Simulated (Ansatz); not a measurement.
# CdTe (F-43m) in Ansatz: a series of runs

One crystal, CdTe, is run at these levels: r2SCAN0; tasks: single point, equation of state.

All numbers are computed with Ansatz 0.2.0; they aren't measurements. Logs are shortened: lines on timing, memory, paths and dates and some standing lists are left out, and cuts for length are marked.

## (1) The crystal as given

It takes space group F-43m (No. 216, cubic). Conventional cell: a = 6.410 Å, b = 6.410 Å, c = 6.410 Å, α = 90.00°, β = 90.00°, γ = 90.00°. Around Te (site symmetry -43m) lie 4 Cd at 2.78 Å. Cd (site symmetry -43m) has 4 Te at 2.78 Å as nearest neighbours.

## (2) Single point, r2SCAN0, 30.95 Å³/atom (volume scaled by 0.94)

File input.yaml:

```yaml
crystal:
  lattice:
    - [0.0, 3.1395734784, 3.1395734784]
    - [3.1395734784, 0.0, 3.1395734784]
    - [3.1395734784, 3.1395734784, 0.0]
  atoms:
    - { symbol: Te, position: [0.75, 0.75, 0.75] }
    - { symbol: Cd, position: [0.0, 0.0, 0.0] }
hamiltonian:
  xc: r2scan0
  pseudopotentials: { kind: paw }
kpoints:
  mp_grid: { grid: [4, 4, 4] }
scf:
  occupations: { method: fermi_dirac, width: 0.05 }
output:
  forces: true
  stress: true
  eigenvalues: true
```

Potentials or basis: Ansatz PAW.

The run is started by

```sh
ansatz run input.yaml --threads 2 --pin off --max-ram 5632MiB --backend cpu --events-out ev --progress --plain --runs-dir out
```

Log:

```text
Warning: output.stress: scf.convergence.dr2_threshold = 1e-7 eV (the SCF's general default) is looser than the 2e-10 eV advised for a printed stress (1e-10 eV for each atom of the cell: 2). What an SCF threshold leaves in a stress goes as its square root, and in the free energy as the threshold itself, and one threshold admits the most on a small cell: of the crystals measured, under no hybrid functional and no lock of the moments, on runs that ended without the residual-converged pass, on stresses that held no estimate of that error, the worst erred by over 100 MPa in a component at 1e-7 eV an atom and by under 5 at 1e-10. Set scf.convergence.dr2_threshold to 2e-10 eV or tighter. The threshold is an SCF's pass mark: one that does not reach it within its budget of iterations ends unconverged, or closes short of it on a stop that the run arms, and scf.convergence.dr2_threshold's page says what that costs each kind of run
Warning: output.stress: scf.exx.energy_threshold = 1e-6 eV is looser than the 2e-8 eV advised for a stress under a hybrid functional (1e-8 eV for each atom of the cell: 2). Every SCF of the exchange loop can meet its threshold on dr2 while the loop round them stops early: no threshold on dr2 bounds what that leaves in the stress. Set scf.exx.energy_threshold to 2e-8 eV or tighter. The threshold is the loop's pass mark: a loop that does not reach it within its budget of cycles ends unconverged, and scf.exx.energy_threshold's page has the law
Warning: RAYON_NUM_THREADS=2 ignored (pool sized by the plan → 2); use --threads N
Engine: ansatz 0.2.0, aarch64-unknown-linux-gnu
Pseudopotentials: kind: paw
Pseudopotential: Te, paw, valence charge 16, recommended cutoff 500 eV (meta_gga), Te.paw.azcp
Pseudopotential: Cd, paw, valence charge 20, recommended cutoff 500 eV (meta_gga), Cd.paw.azcp
Functional definition: r2SCAN0
  parameter a = 0.25
  parameter k0 = 0.174
  parameter k1 = 0.065
  parameter a1 = 4.9479
  exchange = (1 - a)*r2scan_x(k0 = k0, k1 = k1, a1 = a1) + a*exact_x
  correlation = r2scan_c
Crystal: 2 atoms, lattice volume = 61.893 Å³
Basis set: ecut = 500 eV, 1591 PW (Γ), exchange–correlation on 144×144×144 points (64 copies of the dense FFT grid, shifted against one another)
Bands: 22, of which v1, the nominal top of the filled ones, is band 18 counted from 1 (17 counted from 0)
Symmetry: 24 space group operations
Space group: F-43m (ITA 216), of the structure as read, at distance tolerance 4.0e-5 Å
k-points: 8 of 64 (time reversal used)
Non-local potential: Te, projectors of the file, l = 0: 2, l = 1: 2, l = 2: 2, l = 3: 2
Non-local potential: Cd, projectors of the file, l = 0: 3, l = 1: 2, l = 2: 2, l = 3: 1
PAW form: soft (Blöchl's): semilocal exchange-correlation on the pseudo side does not see the compensation charge
PAW frozen core: Te, regenerated for the run's functional, and the local potential with it (the file was generated under x = pbe(κ = 0.804, μ = 0.2195149727645171), c = pbe(β = 0.06672455060314922))
PAW frozen core: Cd, regenerated for the run's functional, and the local potential with it (the file was generated under x = pbe(κ = 0.804, μ = 0.2195149727645171), c = pbe(β = 0.06672455060314922))
PAW one-centre angular grid: Te, 590 points (default); XC on 160 Gauss nodes
PAW one-centre angular grid: Cd, 590 points (default); XC on 160 Gauss nodes
Initial density: superposition of atomic densities (neutral atoms: chi_scale 0, normalization atom), corrected by the library's trained network
Initial wavefunctions: pseudopotential atomic-orbital guess
[... 25 lines left out ...]
preconditioner: auto → none  [insulator: Δε(μ)=2.939 eV  Ē_g=14.756 eV  σ=0.050 eV  W_gap=1.00  n_scr=14 (ndim 8)  ℏωp=20.0 eV  f_vac=0.160  D(μ)=0.00/eV (n_scr^D=0)]
SCF iter   2: F=—  HF=-15263.808949 eV  |F-HF|=—  |Δ(HF+E_count)|=   4.90e-8  Δρ=1.49e-5  dr2=1.61e-7  dr2_τ=7.70e-9  ethr=2.63e-9  ⟨swp⟩=4.0  Hψ=419  notcnv=0
SCF iter   3: F=—  HF=-15263.808950 eV  |F-HF|=—  |Δ(HF+E_count)|=   3.81e-7  Δρ=7.24e-6  dr2=5.80e-8  dr2_τ=1.84e-9  ethr=2.29e-10  ⟨swp⟩=4.0  Hψ=426  notcnv=0  defer=1
SCF iter   4: F=-15263.808950 eV  HF=-15263.808950 eV  |F-HF|=1.45e-9  |Δ(HF+E_count)|=   1.43e-8  Δρ=1.81e-6  dr2=2.97e-9  dr2_τ=1.90e-10  ethr=1.35e-10  ⟨swp⟩=3.0  Hψ=360  notcnv=0
SCF 3 converged in 4 iterations: F = -15263.808950 eV  dr2 = 2.97e-9
  Residual-converged pass: ⟨swp⟩=3.1  Hψ=434  notcnv=0  max |occ|·‖R‖ = 2.3e-6 eV (tolerance 2.4e-6 eV)  dr2=2.83e-9  dr2_τ=1.99e-10  dr2_onsite=2.82e-10  max |Δocc| = 1.0e-20
hybrid outer 2: dexx = +5.365e-7 eV, tail = 1.99e-8 eV, Δε = 1.77e-3 eV (about 6.61e-5 eV left of the loop's levels)
hybrid SCF converged: 2 outer / 10 inner (+4 warm-up), last move |dexx| = 5.37e-7 eV, tail = 1.99e-8 eV
Stability not checked: this state was not tested for a lower state beside it, because the functional holds exact exchange (a hybrid, or Hartree-Fock), whose exchange loop this test does not read (fock_operator; see scf.lower_state_search)
Free energy (F): -15263.808950 eV
Frozen-core exchange: fock
Harris-Foulkes:  -15263.808950 eV  (|F-HF|=1.45e-9)
Internal energy: -15263.808950 eV  (E = F + TS)
E sigma→0 (E₀):  -15263.808950 eV
Fermi energy:    9.405599 eV
--- Per-component energies (eV) ---
  E_band       = -879.142438
  E_kinetic    = 689.894254
  E_local      = -5214.346190  (includes V_loc(G=0)·N_el)
  E_nonlocal   = -277.122235
  E_hartree    = 2654.268365
  E_xc         = -221.214091
  E_vxc        = -274.811846  (∫ρ·V_xc dr)
  E_exx        = -148.817374  (= α·E_x^exact, valence–valence)
  E_paw        = -8708.397555  (= ΣΔE_a)
  E_vpaw       = -830.249436  (= ΣTr[D̂ρ^β])
  E_aug_tail   = -0.000034  (compensation charges beyond the density's cutoff)
  E_vtau       = 16.586825  (kinetic-family band-sum trace: ∫τ·v_τ [+ j·A + Jᵃ·Aᵃ] dr)
  E_ewald      = -4037.159435
  E_core_change = -0.914662  (= ΣΔE_core)
  E_smearing   = -0.000000  (= −TS)
  E_closure    = 0.000007  (closes the sum)
  Σ components = -15263.808950   (vs F -15263.808950, Δ=-1.82e-12)
--- Forces (eV/Å), atoms counted from 1 ---
  atom   1  Te     0.00000000    -0.00000000     0.00000000
  atom   2  Cd    -0.00000000     0.00000000     0.00000000
  max |Σ_I F_I| component: 1.46e-16 eV/Å
--- Stress (GPa, compression-positive) ---
        6.842279       0.000000      -0.000000
        0.000000       6.842279       0.000000
        0.000000       0.000000       6.842279
  P = ⅓ Tr σ = 6.8423 GPa (68.423 kbar)
--- Band table (eV; the first three rows and the last of 8) ---
  k-point 0: bands = ["-101.7497", "-60.8262", "-60.8262", "-60.8262", "-31.1996", "-31.1996", "-31.1996", "-31.1829", "-31.1829", "-5.2223", "-2.3972", "-2.3972", "-2.3972", "-2.0412", "-2.0412", "7.9088", "7.9088", "7.9088", "10.8474", "14.2778", "14.2778", "14.2778"]
  k-point 1: bands = ["-101.7495", "-60.8261", "-60.8261", "-60.8260", "-31.1997", "-31.1995", "-31.1995", "-31.1827", "-31.1827", "-4.9647", "-2.3495", "-2.3495", "-2.1095", "-2.0429", "-2.0429", "4.7062", "7.3502", "7.3502", "11.8810", "14.9298", "14.9298", "15.3371"]
  k-point 2: bands = ["-101.7496", "-60.8261", "-60.8261", "-60.8259", "-31.1997", "-31.1992", "-31.1992", "-31.1825", "-31.1825", "-4.7285", "-2.3118", "-2.3118", "-2.0323", "-2.0323", "-1.4676", "2.4040", "6.8928", "6.8928", "11.6071", "14.8705", "14.8705", "16.7440"]
  k-point 7: bands = ["-101.7496", "-60.8261", "-60.8260", "-60.8258", "-31.1998", "-31.1995", "-31.1987", "-31.1826", "-31.1822", "-4.5947", "-2.2312", "-2.2264", "-2.0835", "-2.0449", "-1.1061", "2.8484", "4.8772", "5.0442", "14.1486", "14.4987", "15.5807", "15.9616"]
```

It took 21 s on 2 threads of Arm Neoverse V1, shared host; peak memory 1.2 GiB.

What came out:

```yaml
Free_energy: -15263.8089 eV
Pressure: 6.8 GPa
Band_gap_on_the_k_mesh: 2.94 eV, direct
```

Caveat: the k mesh is coarse (spacing up to 0.43 Å⁻¹), so the values aren't converged, least of all with exact exchange; spin-orbit coupling is left out, which moves the levels of the heavy elements; the PAW data sets come from PBE, with cores solved anew for the run's functional, which leaves a small shift of forces and pressure; the thresholds are loose for stress.

## (3) Single point, r2SCAN0, 31.60 Å³/atom (volume scaled by 0.96)

Edit input.yaml of step 2 so:

```diff
@@ -2,5 +2,5 @@
   lattice:
-    - [0.0, 3.1395734784, 3.1395734784]
-    - [3.1395734784, 0.0, 3.1395734784]
-    - [3.1395734784, 3.1395734784, 0.0]
+    - [0.0, 3.1616838793, 3.1616838793]
+    - [3.1616838793, 0.0, 3.1616838793]
+    - [3.1616838793, 3.1616838793, 0.0]
   atoms:
@@ -19 +19,5 @@
   eigenvalues: true
+  write_density: true
+  write_potential: true
+  elf: true
+  volumetric_format: npy
```

Potentials or basis: Ansatz PAW.

The run is started by

```sh
ansatz run input.yaml --threads 2 --pin off --max-ram 5632MiB --backend cpu --events-out ev --progress --plain --runs-dir out
```

It took 20 s on 2 threads of Arm Neoverse V1, shared host; peak memory 1.2 GiB.

It converged, with:

| Item | Value |
| --- | --- |
| Free energy | -15263.8592 eV |
| Pressure | 5.4 GPa |
| Band gap on the k mesh | 2.86 eV, direct |

Caveat: the k mesh is coarse (spacing up to 0.43 Å⁻¹), so the values aren't converged, least of all with exact exchange; spin-orbit coupling is left out, which moves the levels of the heavy elements; the PAW data sets come from PBE, with cores solved anew for the run's functional, which leaves a small shift of forces and pressure; the thresholds are loose for stress.

## (4) Single point, r2SCAN0, 32.26 Å³/atom (volume scaled by 0.98)

File input.yaml:

```yaml
crystal:
  lattice:
    - [0.0, 3.1834892848, 3.1834892848]
    - [3.1834892848, 0.0, 3.1834892848]
    - [3.1834892848, 3.1834892848, 0.0]
  atoms:
    - { symbol: Te, position: [0.75, 0.75, 0.75] }
    - { symbol: Cd, position: [0.0, 0.0, 0.0] }
hamiltonian:
  xc: r2scan0
  pseudopotentials: { kind: paw }
kpoints:
  mp_grid: { grid: [4, 4, 4] }
scf:
  occupations: { method: fermi_dirac, width: 0.05 }
output:
  forces: true
  stress: true
  eigenvalues: true
```

The run is started by

```sh
ansatz run input.yaml --threads 2 --pin off --max-ram 5632MiB --backend cpu --events-out ev --progress --plain --runs-dir out
```

Wall time 21 s (2 threads of Arm Neoverse V1, shared host); peak memory 1.2 GiB.

Results (log left out):

```
Free energy            : -15263.8981 eV
Pressure               : 4.1 GPa
Band gap on the k mesh : 2.79 eV, direct
```

Caveat: the k mesh is coarse (spacing up to 0.43 Å⁻¹), so the values aren't converged, least of all with exact exchange; spin-orbit coupling is left out, which moves the levels of the heavy elements; the PAW data sets come from PBE, with cores solved anew for the run's functional, which leaves a small shift of forces and pressure; the thresholds are loose for stress.

## (5) Single point, r2SCAN0, 32.92 Å³/atom

Edit input.yaml of step 4 so:

```diff
@@ -2,5 +2,5 @@
   lattice:
-    - [0.0, 3.1834892848, 3.1834892848]
-    - [3.1834892848, 0.0, 3.1834892848]
-    - [3.1834892848, 3.1834892848, 0.0]
+    - [0.0, 3.205, 3.205]
+    - [3.205, 0.0, 3.205]
+    - [3.205, 3.205, 0.0]
   atoms:
```

The run is started by

```sh
ansatz run input.yaml --threads 2 --pin off --max-ram 5632MiB --backend cpu --events-out ev --progress --plain --runs-dir out
```

It took 22 s on 2 threads of Arm Neoverse V1, shared host; peak memory 1.2 GiB.

Results (log left out):

* Free energy: -15263.9267 eV
* Pressure: 2.9 GPa
* Band gap on the k mesh: 2.71 eV, direct

Caveat: the k mesh is coarse (spacing up to 0.42 Å⁻¹), so the values aren't converged, least of all with exact exchange; spin-orbit coupling is left out, which moves the levels of the heavy elements; the PAW data sets come from PBE, with cores solved anew for the run's functional, which leaves a small shift of forces and pressure; the thresholds are loose for stress.

## (6) Single point, r2SCAN0, 33.58 Å³/atom (volume scaled by 1.02)

Edit input.yaml of step 5 so:

```diff
@@ -2,5 +2,5 @@
   lattice:
-    - [0.0, 3.205, 3.205]
-    - [3.205, 0.0, 3.205]
-    - [3.205, 3.205, 0.0]
+    - [0.0, 3.2262257841, 3.2262257841]
+    - [3.2262257841, 0.0, 3.2262257841]
+    - [3.2262257841, 3.2262257841, 0.0]
   atoms:
```

Potentials or basis: Ansatz PAW.

The run is started by

```sh
ansatz run input.yaml --threads 2 --pin off --max-ram 5632MiB --backend cpu --events-out ev --progress --plain --runs-dir out
```

It took 22 s on 2 threads of Arm Neoverse V1, shared host; peak memory 1.2 GiB.

Results (log left out):

- Free energy: -15263.9462 eV
- Pressure: 1.8 GPa
- Band gap on the k mesh: 2.64 eV, direct

Caveat: the k mesh is coarse (spacing up to 0.42 Å⁻¹), so the values aren't converged, least of all with exact exchange; spin-orbit coupling is left out, which moves the levels of the heavy elements; the PAW data sets come from PBE, with cores solved anew for the run's functional, which leaves a small shift of forces and pressure; the thresholds are loose for stress.

## (7) Single point, r2SCAN0, 34.24 Å³/atom (volume scaled by 1.04)

Edit input.yaml of step 6 so:

```diff
@@ -2,5 +2,5 @@
   lattice:
-    - [0.0, 3.2262257841, 3.2262257841]
-    - [3.2262257841, 0.0, 3.2262257841]
-    - [3.2262257841, 3.2262257841, 0.0]
+    - [0.0, 3.2471758892, 3.2471758892]
+    - [3.2471758892, 0.0, 3.2471758892]
+    - [3.2471758892, 3.2471758892, 0.0]
   atoms:
```

The run is started by

```sh
ansatz run input.yaml --threads 2 --pin off --max-ram 5632MiB --backend cpu --events-out ev --progress --plain --runs-dir out
```

Wall time 22 s (2 threads of Arm Neoverse V1, shared host); peak memory 1.2 GiB.

Results (log left out):

* Free energy: -15263.9575 eV
* Pressure: 0.9 GPa
* Band gap on the k mesh: 2.57 eV, direct

Caveat: spin-orbit coupling is left out, which moves the levels of the heavy elements; the PAW data sets come from PBE, with cores solved anew for the run's functional, which leaves a small shift of forces and pressure; the thresholds are loose for stress.

## (8) Single point, r2SCAN0, 34.90 Å³/atom (volume scaled by 1.06)

Edit input.yaml of step 7 so:

```diff
@@ -2,5 +2,5 @@
   lattice:
-    - [0.0, 3.2471758892, 3.2471758892]
-    - [3.2471758892, 0.0, 3.2471758892]
-    - [3.2471758892, 3.2471758892, 0.0]
+    - [0.0, 3.2678590959, 3.2678590959]
+    - [3.2678590959, 0.0, 3.2678590959]
+    - [3.2678590959, 3.2678590959, 0.0]
   atoms:
```

The run is started by

```sh
ansatz run input.yaml --threads 2 --pin off --max-ram 5632MiB --backend cpu --events-out ev --progress --plain --runs-dir out
```

Run time: 22 s. Hardware: 2 threads of Arm Neoverse V1, shared host; peak memory 1.2 GiB.

It converged, with:

```
Free energy            : -15263.9613 eV
Pressure               : 0.0 GPa
Band gap on the k mesh : 2.50 eV, direct
```

Caveat: spin-orbit coupling is left out, which moves the levels of the heavy elements; the PAW data sets come from PBE, with cores solved anew for the run's functional, which leaves a small shift of forces and pressure; the thresholds are loose for stress.

## (9) Equation of state, r2SCAN0

Potentials or basis: Ansatz PAW.

This step only gathers the single runs of the series.

Results:

| Quantity | Value |
| --- | --- |
| Equilibrium volume | 34.94 Å³/atom (rough: see the caveat) |
| Bulk modulus | 42 GPa (rough) |

Energy against volume, from the lowest point:
```
volume (Å³/atom)  energy (meV/atom)
          30.947              76.19
          31.605              51.04
          32.263              31.60
          32.922              17.32
          33.580               7.57
          34.239               1.90
          34.897               0.00
```

Caveat: the k mesh is coarse (spacing up to 0.42 Å⁻¹), so the values aren't converged, least of all with exact exchange; the minimum lies outside the volumes run; the PAW data sets were made with another functional, which shifts forces and pressure a little. Spin-orbit coupling is left out, which matters for the levels of Te.

## (10) For comparison

An earlier run on the cell as given: functional PBE; potentials or basis Ansatz PAW; cutoff 420 eV (not typed: the program's choice for these potentials); k mesh 7 × 7 × 7; occupations fermi-dirac, width 0.05 eV; no spin polarisation.

* Pressure: 4.2 GPa
* Band gap on the k mesh: 0.87 eV, direct
